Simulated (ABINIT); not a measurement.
# Pt (Im-3m) in ABINIT: equation of state

How stiff is Pt in PBEsol, and what volume does it want? The cell is scaled to several volumes.

Program: ABINIT 10.8.3 (patched build). These are calculated values, not measurements. Logs are shortened: lines on timing, memory, paths and dates and some standing lists are left out, and cuts for length are marked. The log counts tension as positive stress, the text compression.

### 1 The crystal as given

It takes space group Im-3m (No. 229, cubic). Conventional cell: a = 3.168 Å, b = 3.168 Å, c = 3.168 Å, α = 90.00°, β = 90.00°, γ = 90.00°. Pt (site symmetry m-3m) is surrounded by 8 Pt at 2.74 Å.

This isn't the form of Pt at room conditions, which is fcc.

### 2 Equation of state, PBEsol

File run.abi:

```
# Datasets: one volume each
ndtset 7
getwfk -1
scalecart1 3*0.9795861087
scalecart2 3*0.9864848297
scalecart3 3*0.9932883884
scalecart4 3*1.0000000000
scalecart5 3*1.0066227096
scalecart6 3*1.0131594038
scalecart7 3*1.0196128224

# Pseudopotentials
pp_dirpath "./"
pseudos "Pt.upf"

# Structure
acell 3*1.0 Angstrom
rprim
    -1.5842200000     1.5842200000     1.5842200000
     1.5842200000    -1.5842200000     1.5842200000
     1.5842200000     1.5842200000    -1.5842200000
ntypat 1
znucl 78
natom 1
typat 1
xred
     0.0000000000     0.0000000000     0.0000000000

# Plane-wave basis
ecut 42.0

# k points
kptopt 1
ngkpt 12 12 12
nshiftk 1
shiftk 0.0 0.0 0.0

# Exchange and correlation
ixc -116133

# Bands and occupations
nband 13
occopt 3
tsmear 0.00183747

# SCF cycle
nstep 100
tolvrs 1.0e-10

# Output
iomode 3
prtwf 1
prtden 0
prteig 0
prtebands 0
enunit 1
```

Potentials or basis: PseudoDojo NC SR PBEsol v0.4.1 standard.

Run with:

```console
> abinit run.abi > log 2>&1
```

run.abo:

```text
.Version 10.8.3 of ABINIT
 DATASET    1 : space group Im -3 m (#229); Bravais cI (body-center cubic)
================================================================================
 Values of the parameters that define the memory need for DATASET  1.
     intxc =       0    ionmov =       0      iscf =       7    lmnmax =       8
     lnmax =       8     mgfft =      30  mpssoang =       4    mqgrid =    3001
     natom =       1  nloc_mem =       1    nspden =       1   nspinor =       1
    nsppol =       1      nsym =      48    n1xccc =    2501    ntypat =       1
    occopt =       3   xclevel =       2
       mpw =        1329          nfft =       27000          nkpt =          72
================================================================================
================================================================================
[... 61 lines left out ...]
 DATASET    7 : space group Im -3 m (#229); Bravais cI (body-center cubic)
================================================================================
 Values of the parameters that define the memory need for DATASET  7.
     intxc =       0    ionmov =       0      iscf =       7    lmnmax =       8
     lnmax =       8     mgfft =      32  mpssoang =       4    mqgrid =    3001
     natom =       1  nloc_mem =       1    nspden =       1   nspinor =       1
    nsppol =       1      nsym =      48    n1xccc =    2501    ntypat =       1
    occopt =       3   xclevel =       2
       mpw =        1508          nfft =       32768          nkpt =          72
================================================================================
================================================================================

--------------------------------------------------------------------------------
------------- Echo of variables that govern the present computation ------------
--------------------------------------------------------------------------------
 -outvars: echo values of preprocessed input variables --------
            acell      1.8897261259E+00  1.8897261259E+00  1.8897261259E+00 Bohr
              amu      1.95080000E+02
             ecut      4.20000000E+01 Hartree
           enunit           1
           getwfk          -1
                       outvar_i_n : Printing only first  50 k-points.
              ixc     -116133
           jdtset        1    2    3    4    5    6    7
                       outvar_i_n : Printing only first  50 k-points.
         kptrlatt       12    0    0      0   12    0      0    0   12
          kptrlen1     6.09535284E+01
          kptrlen2     6.13827927E+01
          kptrlen3     6.18061357E+01
          kptrlen4     6.22237574E+01
          kptrlen5     6.26358473E+01
          kptrlen6     6.30425849E+01
          kptrlen7     6.34441409E+01
            natom           1
            nband          13
           ndtset           7
            ngfft1         30      30      30
            ngfft2         30      30      30
            ngfft3         32      32      32
            ngfft4         32      32      32
            ngfft5         32      32      32
            ngfft6         32      32      32
            ngfft7         32      32      32
             nkpt          72
            nstep         100
             nsym          48
           ntypat           1
                       prtocc : prtvol=0, do not print more k-points.
           occopt           3
           prtden           0
        prtebands           0
           prteig           0
            rprim1    -1.5518799051E+00  1.5518799051E+00  1.5518799051E+00
                       1.5518799051E+00 -1.5518799051E+00  1.5518799051E+00
                       1.5518799051E+00  1.5518799051E+00 -1.5518799051E+00
            rprim2    -1.5628089969E+00  1.5628089969E+00  1.5628089969E+00
                       1.5628089969E+00 -1.5628089969E+00  1.5628089969E+00
                       1.5628089969E+00  1.5628089969E+00 -1.5628089969E+00
            rprim3    -1.5735873307E+00  1.5735873307E+00  1.5735873307E+00
                       1.5735873307E+00 -1.5735873307E+00  1.5735873307E+00
                       1.5735873307E+00  1.5735873307E+00 -1.5735873307E+00
            rprim4    -1.5842200000E+00  1.5842200000E+00  1.5842200000E+00
                       1.5842200000E+00 -1.5842200000E+00  1.5842200000E+00
                       1.5842200000E+00  1.5842200000E+00 -1.5842200000E+00
            rprim5    -1.5947118290E+00  1.5947118290E+00  1.5947118290E+00
                       1.5947118290E+00 -1.5947118290E+00  1.5947118290E+00
                       1.5947118290E+00  1.5947118290E+00 -1.5947118290E+00
            rprim6    -1.6050673907E+00  1.6050673907E+00  1.6050673907E+00
                       1.6050673907E+00 -1.6050673907E+00  1.6050673907E+00
                       1.6050673907E+00  1.6050673907E+00 -1.6050673907E+00
            rprim7    -1.6152910255E+00  1.6152910255E+00  1.6152910255E+00
                       1.6152910255E+00 -1.6152910255E+00  1.6152910255E+00
                       1.6152910255E+00  1.6152910255E+00 -1.6152910255E+00
          spgroup         229
           tolvrs      1.00000000E-10
           tsmear      1.83747000E-03 Hartree
            typat      1
                       outvars : Printing only first  50 k-points.
            znucl       78.00000

================================================================================

 chkinp: Checking input parameters for consistency, jdtset=   1.

 chkinp: Checking input parameters for consistency, jdtset=   2.

 chkinp: Checking input parameters for consistency, jdtset=   3.

 chkinp: Checking input parameters for consistency, jdtset=   4.
[... 18 lines left out ...]
 Real(R)+Recip(G) space primitive vectors, cartesian coordinates (Bohr,Bohr^-1):
 R(1)= -2.9326280  2.9326280  2.9326280  G(1)=  0.0000000  0.1704955  0.1704955
 R(2)=  2.9326280 -2.9326280  2.9326280  G(2)=  0.1704955  0.0000000  0.1704955
 R(3)=  2.9326280  2.9326280 -2.9326280  G(3)=  0.1704955  0.1704955  0.0000000
 Unit cell volume ucvol=  1.0088600E+02 bohr^3
 Angles (23,13,12)=  1.09471221E+02  1.09471221E+02  1.09471221E+02 degrees

 getcut: wavevector=  0.0000  0.0000  0.0000  ngfft=  30  30  30
         ecut(hartree)=     42.000   => boxcut(ratio)=   2.02448

--- Pseudopotential description ------------------------------------------------
- pspini: atom type   1  psp file is ./Pt.upf
12 -116133 3 -1 1358                          pspcod,pspxc,lmax,lloc,mmax
     nproj     2     2     2     2

   4.77716969E+02                                ecore*ucvol(ha*bohr**3)
--------------------------------------------------------------------------------

================================================================================

--- !BeginCycle
iteration_state: {dtset: 1, }
solver: {iscf: 7, nstep: 100, nline: 4, wfoptalg: 0, }
tolerances: {tolvrs: 1.00E-10, }
...

     iter   Etot(hartree)      deltaE(h)  residm     vres2
 ETOT  1  -130.49883730114    -1.305E+02 3.163E-01 6.715E+01
 ETOT  2  -130.54414446363    -4.531E-02 9.915E-03 3.531E+01
 ETOT  3  -130.55312258716    -8.978E-03 1.145E-03 9.977E-03
 ETOT  4  -130.55312564572    -3.059E-06 1.238E-03 1.634E-04
 ETOT  5  -130.55312567874    -3.302E-08 1.806E-04 2.831E-07
 ETOT  6  -130.55312567871     2.510E-11 3.351E-04 1.557E-09
 ETOT  7  -130.55312567871     2.842E-14 4.136E-05 3.223E-12
[... 896 lines left out ...]
 Cartesian components of stress tensor (hartree/bohr^3)
  sigma(1 1)=  7.55117715E-04  sigma(3 2)=  0.00000000E+00
  sigma(2 2)=  7.55117715E-04  sigma(3 1)=  0.00000000E+00
  sigma(3 3)=  7.55117715E-04  sigma(2 1)=  0.00000000E+00

-Cartesian components of stress tensor (GPa)         [Pressure= -2.2216E+01 GPa]
- sigma(1 1)=  2.22163302E+01  sigma(3 2)=  0.00000000E+00
- sigma(2 2)=  2.22163302E+01  sigma(3 1)=  0.00000000E+00
- sigma(3 3)=  2.22163302E+01  sigma(2 1)=  0.00000000E+00

== END DATASET(S) ==============================================================
================================================================================

 -outvars: echo values of variables after computation  --------
            acell      1.8897261259E+00  1.8897261259E+00  1.8897261259E+00 Bohr
           etotal1    -1.3055312568E+02
           etotal2    -1.3055320684E+02
           etotal3    -1.3055287897E+02
           etotal4    -1.3055219270E+02
           etotal5    -1.3055119320E+02
           etotal6    -1.3054992043E+02
           etotal7    -1.3054841007E+02
            fcart1    -0.0000000000E+00 -0.0000000000E+00 -0.0000000000E+00
            fcart2    -0.0000000000E+00 -0.0000000000E+00 -0.0000000000E+00
            fcart3    -0.0000000000E+00 -0.0000000000E+00 -0.0000000000E+00
            fcart4    -0.0000000000E+00 -0.0000000000E+00 -0.0000000000E+00
            fcart5    -0.0000000000E+00 -0.0000000000E+00 -0.0000000000E+00
            fcart6    -0.0000000000E+00 -0.0000000000E+00 -0.0000000000E+00
            fcart7    -0.0000000000E+00 -0.0000000000E+00 -0.0000000000E+00
            rprim1    -1.5518799051E+00  1.5518799051E+00  1.5518799051E+00
                       1.5518799051E+00 -1.5518799051E+00  1.5518799051E+00
                       1.5518799051E+00  1.5518799051E+00 -1.5518799051E+00
            rprim2    -1.5628089969E+00  1.5628089969E+00  1.5628089969E+00
                       1.5628089969E+00 -1.5628089969E+00  1.5628089969E+00
                       1.5628089969E+00  1.5628089969E+00 -1.5628089969E+00
            rprim3    -1.5735873307E+00  1.5735873307E+00  1.5735873307E+00
                       1.5735873307E+00 -1.5735873307E+00  1.5735873307E+00
[... 9 lines left out ...]
                       1.6050673907E+00  1.6050673907E+00 -1.6050673907E+00
            rprim7    -1.6152910255E+00  1.6152910255E+00  1.6152910255E+00
                       1.6152910255E+00 -1.6152910255E+00  1.6152910255E+00
                       1.6152910255E+00  1.6152910255E+00 -1.6152910255E+00
           strten1    -1.4035039172E-04 -1.4035039172E-04 -1.4035039172E-04
                       0.0000000000E+00  0.0000000000E+00  0.0000000000E+00
           strten2     6.2960077052E-05  6.2960077052E-05  6.2960077052E-05
                       0.0000000000E+00  0.0000000000E+00  0.0000000000E+00
           strten3     2.4125867267E-04  2.4125867267E-04  2.4125867267E-04
                       0.0000000000E+00  0.0000000000E+00  0.0000000000E+00
           strten4     3.9725332994E-04  3.9725332994E-04  3.9725332994E-04
                       0.0000000000E+00  0.0000000000E+00  0.0000000000E+00
           strten5     5.3343851983E-04  5.3343851983E-04  5.3343851983E-04
                       0.0000000000E+00  0.0000000000E+00  0.0000000000E+00
           strten6     6.5207167154E-04  6.5207167154E-04  6.5207167154E-04
                       0.0000000000E+00  0.0000000000E+00  0.0000000000E+00
           strten7     7.5511771480E-04  7.5511771480E-04  7.5511771480E-04
                       0.0000000000E+00  0.0000000000E+00  0.0000000000E+00
 Calculation completed.
```

Run time: 2.5 min. Hardware: 1 thread of Arm Neoverse V2, shared host; peak memory 0.11 GiB.

What came out:

- Equilibrium volume: 15.17 Å³/atom
- Bulk modulus: 279 GPa
- Pressure derivative of the bulk modulus: 5.4

Energy against volume, from the lowest point:
| volume (Å³/atom) | energy (meV/atom) |
| --- | --- |
| 14.950 | 2.21 |
| 15.268 | 0.00 |
| 15.586 | 8.92 |
| 15.904 | 27.60 |
| 16.222 | 54.79 |
| 16.540 | 89.43 |
| 16.858 | 130.53 |

Caveat: pressures at fixed basis lie under the slope of the energies. Spin-orbit coupling is left out, which matters for the levels of Pt.
